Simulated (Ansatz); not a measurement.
# SnO (P4/nmm) under several functionals

Plane-wave DFT in Ansatz with scalar-relativistic PAW potentials. The same structure was relaxed (cell and atoms, symmetry kept) in separate runs at each level. No spin polarisation.

Question: How do the levels LDA, PBE, PBE+D3(BJ), PBEsol, r2SCAN compare?

Answer:
| level | cutoff (eV) | k mesh | V (Å³/atom) | a (Å) | c (Å) | gap (eV) |
| --- | --- | --- | --- | --- | --- | --- |
| LDA | 420 | 12×12×10 | 16.529 | 3.768 | 4.658 | 0.00 |
| PBEsol | 420 | 12×12×10 | 17.208 | 3.805 | 4.753 | 0.00 |
| PBE+D3(BJ) | 420 | 12×12×10 | 17.529 | 3.837 | 4.762 | 0.00 |
| r2SCAN | 500 | 10×10×8 | 17.888 | 3.808 | 4.934 | 0.36 |
| PBE | 420 | 10×10×8 | 18.955 | 3.868 | 5.067 | 0.50 |

The usual order of volumes, LDA < PBEsol < PBE, holds here (16.529, 17.208, 18.955 Å³/atom). As a rule LDA overbinds; PBEsol, built on the gradient expansion of slowly varying densities, lies between LDA and PBE; PBE's stronger gradient term for exchange weakens bonds. Adding D3 to PBE changes the volume by -7.5 %; the term is attractive, so it pulls cells in. In ionic crystals its C6 for cations, set by coordination number and not by charge, is often too large, so it can pull in too far. r2SCAN lies 5.6 % under PBE in volume. Each gap belongs to its own cell, so it mixes the functional's effect with that of the volume; gaps are the least found on the k mesh or on a band path.